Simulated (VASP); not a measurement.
# SiNi (Pnma) in VASP: a series of runs

One crystal, SiNi, is run at these levels: PBEsol, PBE, r2SCAN; tasks: relaxation of cell and atoms.

All numbers are computed with VASP 6.6.1; they aren't measurements. Logs are shortened: lines on timing, memory, paths and dates and some standing lists are left out, and cuts for length are marked.

### 1 Starting point

It takes space group Pnma (No. 62, orthorhombic). The conventional cell has a = 5.088 Å, b = 3.364 Å, c = 5.521 Å, α = 90.00°, β = 90.00°, γ = 90.00°. Si (site symmetry m) has 6 Ni at 2.26 to 2.38 Å as nearest neighbours. Around Ni (site symmetry m) lie 6 Si at 2.26 to 2.38 Å.

### 2 Relaxation of cell and atoms, PBEsol

File INCAR:

```
ALGO = Normal
EDIFF = 1E-7
EDIFFG = -0.005
ENCUT = 600
GGA = PS
IBRION = 2
ISIF = 3
ISMEAR = 1
KPAR = 4
LASPH = True
LCHARG = False
LREAL = False
LWAVE = False
NELM = 80
NSW = 90
PREC = Accurate
SIGMA = 0.1
```

File KPOINTS:

```
k-points
0
Gamma
  8 12 8
```

File POSCAR:

```
SiNi                                    
1.0
    5.0883760831      0.0000000000      0.0000000000
    0.0000000000      3.3635743056      0.0000000000
    0.0000000000      0.0000000000      5.5214939746
  Si              Ni            
     4     4
Direct
     0.3211278575853593    0.7500000000000000    0.0871233152528832
     0.1788721424146407    0.2500000000000000    0.5871233152528832
     0.8211278575853592    0.7500000000000000    0.4128766847471168
     0.6788721424146408    0.2500000000000000    0.9128766847471168
     0.0095211598624491    0.2500000000000000    0.1874500559265339
     0.4904788401375509    0.7500000000000000    0.6874500559265337
     0.5095211598624491    0.2500000000000000    0.3125499440734661
     0.9904788401375509    0.7500000000000000    0.8125499440734663
```

Potentials or basis: VASP PAW PBE potentials, release 64 (Si, Ni).

Launch:

```
$ cat potpaw_PBE.64/Si/POTCAR potpaw_PBE.64/Ni/POTCAR > POTCAR
$ mpirun -np 4 vasp_std > vasp.out
```

OUTCAR:

```text
EDIFF = 1E-7
   EDIFFG = -0.005
   ENCUT = 600
   GGA = PS
   IBRION = 2
   ISIF = 3
   ISMEAR = 1
   LASPH = True
   LREAL = False
   NELM = 80
   NSW = 90
   PREC = Accurate

 ion  position               nearest neighbor table
   1  0.321  0.750  0.087-   8 2.26   7 2.30   7 2.30   6 2.37   5 2.38   5 2.38   4 2.66   4 2.66
                             3 3.12   3 3.12
   2  0.179  0.250  0.587-   7 2.26   8 2.30   8 2.30   5 2.37   6 2.38   6 2.38   3 2.66   3 2.66
                             4 3.12   4 3.12
   3  0.821  0.750  0.413-   6 2.26   5 2.30   5 2.30   8 2.37   7 2.38   7 2.38   2 2.66   2 2.66
                             1 3.12   1 3.12
   4  0.679  0.250  0.913-   5 2.26   6 2.30   6 2.30   7 2.37   8 2.38   8 2.38   1 2.66   1 2.66
                             2 3.12   2 3.12
   5  0.010  0.250  0.187-   4 2.26   3 2.30   3 2.30   2 2.37   1 2.38   1 2.38   7 2.64   7 2.64
                             8 2.67   8 2.67
   6  0.490  0.750  0.687-   3 2.26   4 2.30   4 2.30   1 2.37   2 2.38   2 2.38   8 2.64   8 2.64
                             7 2.67   7 2.67
   7  0.510  0.250  0.313-   2 2.26   1 2.30   1 2.30   4 2.37   3 2.38   3 2.38   5 2.64   5 2.64
                             6 2.67   6 2.67
   8  0.990  0.750  0.813-   1 2.26   2 2.30   2 2.30   3 2.37   4 2.38   4 2.38   6 2.64   6 2.64
                             5 2.67   5 2.67

  LATTYP: Found a simple orthorhombic cell.
 ALAT       =     3.3635743056
 B/A-ratio  =     1.5127883676
 C/A-ratio  =     1.6415555219

  Lattice vectors:

 A1 = (   0.0000000000,  -3.3635743056,   0.0000000000)
 A2 = (   5.0883760831,   0.0000000000,   0.0000000000)
 A3 = (   0.0000000000,   0.0000000000,   5.5214939746)

Analysis of symmetry for initial positions (statically):
=====================================================================
 Subroutine PRICEL returns:
 Original cell was already a primitive cell.

 Routine SETGRP: Setting up the symmetry group for a
 simple orthorhombic supercell.

 Subroutine GETGRP returns: Found  8 space group operations
 (whereof  2 operations were pure point group operations)
 out of a pool of  8 trial point group operations.

The static configuration has the point symmetry S_2 .
 The point group associated with its full space group is D_2h.

Analysis of symmetry for dynamics (positions and initial velocities):
=====================================================================
 Subroutine PRICEL returns:
 Original cell was already a primitive cell.

 Routine SETGRP: Setting up the symmetry group for a
 simple orthorhombic supercell.

 Subroutine GETGRP returns: Found  8 space group operations
 (whereof  2 operations were pure point group operations)
 out of a pool of  8 trial point group operations.

The dynamic configuration has the point symmetry S_2 .
 The point group associated with its full space group is D_2h.

 Subroutine INISYM returns: Found  8 space group operations
 (whereof  2 operations are pure point group operations),
 and found     1 'primitive' translations

----------------------------------------------------------------------------------------

                                     Primitive cell

  volume of cell :      94.5011

  direct lattice vectors                    reciprocal lattice vectors
     5.088376083  0.000000000  0.000000000     0.196526354  0.000000000  0.000000000
     0.000000000  3.363574306  0.000000000     0.000000000  0.297302782  0.000000000
     0.000000000  0.000000000  5.521493975     0.000000000  0.000000000  0.181110403

  length of vectors
     5.088376083  3.363574306  5.521493975     0.196526354  0.297302782  0.181110403

  position of ions in fractional coordinates (direct lattice)
     0.321127858  0.750000000  0.087123315
     0.178872142  0.250000000  0.587123315
     0.821127858  0.750000000  0.412876685
     0.678872142  0.250000000  0.912876685
     0.009521160  0.250000000  0.187450056
     0.490478840  0.750000000  0.687450056
     0.509521160  0.250000000  0.312549944
     0.990478840  0.750000000  0.812549944

  ion indices of the primitive-cell ions
   primitive index   ion index
                 1           1
                 2           2
                 3           3
                 4           4
                 5           5
                 6           6
                 7           7
                 8           8

----------------------------------------------------------------------------------------

 KPOINTS: k-points

[... 59 lines left out ...]
   ISTART =      0    job   : 0-new  1-cont  2-samecut
   ICHARG =      2    charge: 1-file 2-atom 10-const
   ISPIN  =      1    spin polarized calculation?
   LNONCOLLINEAR =      F non collinear calculations
   LSORBIT =      F    spin-orbit coupling
   LASPH  =      T    aspherical Exc in radial PAW
   ENCUT  =  600.0 eV  44.10 Ry    6.64 a.u.  10.16  6.72 11.03*2*pi/ulx,y,z
   NELM   =     80;   NELMIN=  2; NELMDL= -5     # of ELM steps
   EDIFF  = 0.1E-06   stopping-criterion for ELM
   LREAL  =      F    real-space projection
   EDIFFG = -.5E-02   stopping-criterion for IOM
   NSW    =     90    number of steps for IOM
   IBRION =      2    ionic relax: 0-MD 1-quasi-New 2-CG
   NFREE  =      1    steps in history (QN), initial steepest desc. (CG)
   ISIF   =      3    stress and relaxation
   ISYM   =      2    0-nonsym 1-usesym 2-fastsym
   POTIM  = 0.5000    time-step for ionic-motion
   TEBEG  =    0.0;   TEEND  =   0.0 temperature during run
   PSTRESS=    0.0 pullay stress
   NELECT =      56.0000    total number of electrons
   NUPDOWN=      -1.0000    fix difference up-down
   EMIN   =  10.00;   EMAX   =-10.00  energy-range for DOS
   EFERMI =   0.00;   METHOD = LEGACY
   ISMEAR =     1;   SIGMA  =   0.10  broadening in eV -4-tet -1-fermi 0-gaus
   EFERMI_NEDOS =   21; number of points for ismear=-14 and -15
   IALGO  =     38    algorithm
   IMIX   =      4    mixing-type and parameters
     AMIX     =   0.40;   BMIX     =  1.00
     AMIX_MAG =   1.60;   BMIX_MAG =  1.00
  volume/ion in A,a.u.               =      11.81        79.72
  Fermi-wavevector in a.u.,A,eV,Ry     =   1.375071  2.598508 25.726184  1.890821
  Thomas-Fermi vector in A             =   2.500440
   LORBIT       =      0    0 simple, 1 ext, 2 COOP (PROOUT), +10 PAW based schemes
   GGA     = PS    functional components
   LHFCALC =     F    Hartree Fock is set to
   AEXX    =    0.0000 exact exchange contribution
   IVDW    =     0    specifies the selected vdW correction
   LEPSILON=     F    determine dielectric tensor
   LRPA    =     F    only Hartree local field effects (RPA)
 conjugate gradient relaxation of ions
 non-spin polarized calculation
 Methfessel and Paxton  Order N= 1 SIGMA  =   0.10
  energy-cutoff  :      600.00
  volume of cell :       94.50
 maximum number of plane-waves:      3180
 NGX is ok and might be reduce to    42
   NGX = 21   NGY = 13   NGZ = 23

--------------------------------------- Ionic step        1  -------------------------------------------

 number of electron      56.0000020 magnetization

 Free energy of the ion-electron system (eV)
  ---------------------------------------------------
  ext. energy  EPLUGINS =         0.00000000
  ---------------------------------------------------
  free energy    TOTEN  =       -52.26593017 eV

  energy without entropy =      -52.26706260  energy(sigma->0) =      -52.26630765

------------------------ aborting loop because EDIFF is reached ----------------------------------------

  FORCE on cell =-STRESS in cart. coord.  units (eV):
  Direction    XX          YY          ZZ          XY          YZ          ZX
  --------------------------------------------------------------------------------------
  -------------------------------------------------------------------------------------
  Total       -0.0459359      0.0216408      0.0112602      0.0000000      0.0000000      0.0000000
  in kB       -0.7788002      0.3668990      0.1909061      0.0000000      0.0000000      0.0000000
  external PRESSURE =      -0.0736650 kB  Pullay stress =       0.0000000 kB

 VOLUME and BASIS-vectors are now :
 -----------------------------------------------------------------------------
  energy-cutoff  :      600.00
  volume of cell :       94.50
      direct lattice vectors                 reciprocal lattice vectors
     5.088376083  0.000000000  0.000000000     0.196526354  0.000000000  0.000000000
     0.000000000  3.363574306  0.000000000     0.000000000  0.297302782  0.000000000
     0.000000000  0.000000000  5.521493975     0.000000000  0.000000000  0.181110403

 POSITION                                       TOTAL-FORCE (eV/Angst)
 -----------------------------------------------------------------------------------
      1.63402      2.52268      0.48105        -0.001416     -0.000000     -0.000124
      0.91017      0.84089      3.24180         0.001416     -0.000000     -0.000124
      4.17821      2.52268      2.27970        -0.001416     -0.000000      0.000124
      3.45436      0.84089      5.04044         0.001416     -0.000000      0.000124
      0.04845      0.84089      1.03500         0.003123      0.000000     -0.006769
      2.49574      2.52268      3.79575        -0.003123      0.000000     -0.006769
      2.59264      0.84089      1.72574         0.003123     -0.000000      0.006769
      5.03993      2.52268      4.48649        -0.003123      0.000000      0.006769
 -----------------------------------------------------------------------------------
    total drift:                                0.000000      0.000000     -0.000000

  FREE ENERGIE OF THE ION-ELECTRON SYSTEM (eV)
  ---------------------------------------------------
  free  energy   TOTEN  =       -52.2659301746 eV

  energy  without entropy=      -52.2670625991  energy(sigma->0) =      -52.26630765

--------------------------------------- Ionic step        2  -------------------------------------------

 number of electron      56.0000020 magnetization

 Free energy of the ion-electron system (eV)
  ---------------------------------------------------
  ext. energy  EPLUGINS =         0.00000000
  ---------------------------------------------------
  free energy    TOTEN  =       -52.26594583 eV

  energy without entropy =      -52.26708132  energy(sigma->0) =      -52.26632433

 E-fermi :  10.6942     XC(G=0): -12.4516

 val. band max:       10.6701357928   @ k =   0.0000   0.4167   0.3750
 cond. band min:      10.6959289662   @ k =   0.0000   0.4167   0.2500
 fundamental gap:      0.0257931734
 Fermi energy:        10.6941692083

 k-point     1 :       0.0000    0.0000    0.0000
  band No.  band energies     occupation
      1      -2.5154      2.00000
      2       1.0209      2.00000
      3       2.1677      2.00000
      4       2.8395      2.00000
      5       4.0255      2.00000
      6       4.5624      2.00000
[... 853 lines left out ...]
     32      12.3894     -0.00000
     33      13.2451      0.00000

 [... further k-points ...]
[... 5 lines left out ...]
  --------------------------------------------------------------------------------------
  -------------------------------------------------------------------------------------
  Total       -0.0086972      0.0036521     -0.0054589     -0.0000000      0.0000000      0.0000000
  in kB       -0.1474643      0.0619234     -0.0925573     -0.0000000      0.0000000      0.0000000
  external PRESSURE =      -0.0593661 kB  Pullay stress =       0.0000000 kB

 VOLUME and BASIS-vectors are now :
 -----------------------------------------------------------------------------
  energy-cutoff  :      600.00
  volume of cell :       94.49
      direct lattice vectors                 reciprocal lattice vectors
     5.086966558  0.000000000  0.000000000     0.196580809  0.000000000  0.000000000
     0.000000000  3.364013256  0.000000000     0.000000000  0.297263989  0.000000000
     0.000000000  0.000000000  5.521868899     0.000000000  0.000000000  0.181098106

 POSITION                                       TOTAL-FORCE (eV/Angst)
 -----------------------------------------------------------------------------------
      1.63350      2.52301      0.48108         0.001987     -0.000000      0.001953
      0.90998      0.84100      3.24201        -0.001987     -0.000000      0.001953
      4.17698      2.52301      2.27986         0.001987     -0.000000     -0.001953
      3.45347      0.84100      5.04079        -0.001987     -0.000000     -0.001953
      0.04858      0.84100      1.03475         0.002200      0.000000     -0.000389
      2.49490      2.52301      3.79568        -0.002200      0.000000     -0.000389
      2.59207      0.84100      1.72619         0.002200      0.000000      0.000389
      5.03838      2.52301      4.48712        -0.002200      0.000000      0.000389
 -----------------------------------------------------------------------------------
    total drift:                               -0.000000     -0.000000     -0.000000

  FREE ENERGIE OF THE ION-ELECTRON SYSTEM (eV)
  ---------------------------------------------------
  free  energy   TOTEN  =       -52.2659458339 eV

  energy  without entropy=      -52.2670813243  energy(sigma->0) =      -52.26632433

 reached required accuracy - stopping structural energy minimisation
```

It took 1.8 min on 4 MPI ranks of Intel Xeon 6975P-C (Granite Rapids), shared host; peak memory 0.61 GiB.

Results:

```yaml
Free_energy: -52.2659 eV
Energy_gained_by_relaxing: 0.0 meV/atom
Ionic_steps: 2
Pressure_after_relaxing: 0.0 GPa
Band_gap_on_the_k_mesh: none (metal or under the smearing width)
```

Forces on the atoms (eV/Å):
```
Si   0.002  0.000  0.002
Si  -0.002  0.000  0.002
Si   0.002  0.000 -0.002
Si  -0.002  0.000 -0.002
Ni   0.002  0.000  0.000
Ni  -0.002  0.000  0.000
Ni   0.002  0.000  0.000
Ni  -0.002  0.000  0.000
```

Final structure:
```
Si Ni
1.0
     5.08697    0.00000    0.00000
     0.00000    3.36401    0.00000
     0.00000    0.00000    5.52187
Si Ni
4 4
Direct
  0.32111 0.75000 0.08712
  0.17889 0.25000 0.58712
  0.82111 0.75000 0.41288
  0.67889 0.25000 0.91288
  0.00955 0.25000 0.18739
  0.49045 0.75000 0.68739
  0.50955 0.25000 0.31261
  0.99045 0.75000 0.81261
```

Caveat: the PAW data sets were made with another functional, which shifts forces and pressure a little.

[end of part 1 of 2]
